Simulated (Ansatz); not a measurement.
The elements of this relaxed trial crystal are hidden behind letters.

```
lattice vectors (Å)
   3.7726    0.0000    0.0000
  -1.8863    3.2672    0.0000
   0.0000    0.0000    6.4284
fractional positions
X 0.0000 0.0000 0.0000
X 0.0000 0.0000 0.5000
Z 0.3333 0.6667 0.7500
Z 0.6667 0.3333 0.2500
```

The calculation used Ansatz, DFT PBE, scalar-relativistic, plane waves, PAW. Settings of the last relaxation (4-atom cell): 420 eV, 15×15×8 k points, Gaussian smearing of 0.10 eV, no spin polarisation.

| Quantity | Value |
| --- | --- |
| Space group | P6_3/mmc (No. 194) |
| Conventional cell | a = 3.773 Å, c = 6.428 Å |
| Volume per atom | 19.81 Å³ |
| Density | 6.06 g/cm³ |
| Formation energy | 0.00 eV/atom |
| Gap on the 15×15×8 mesh of the 4-atom cell | 0 eV (a metal) |

Energies are uncorrected and count from the elements' standard states at the same level.

Question: X is a p-block element of period 4 and Z is a p-block element of period 4. Which elements are they?

Answer: X = Ga, Z = As, so the formula is GaAs, here in the nickel arsenide type. Density times volume gives a mean mass of 6.06 × 19.81/1.6605 = 72.3 u per atom, and this set has 72.3 u. Around Ga lie 6 As at 2.71 Å; As has 6 Ga at 2.71 Å. Swapping Ga and As leaves the mass as it is, so only the distances can place them.

A structure relaxed within its symmetry needn't be a true minimum.
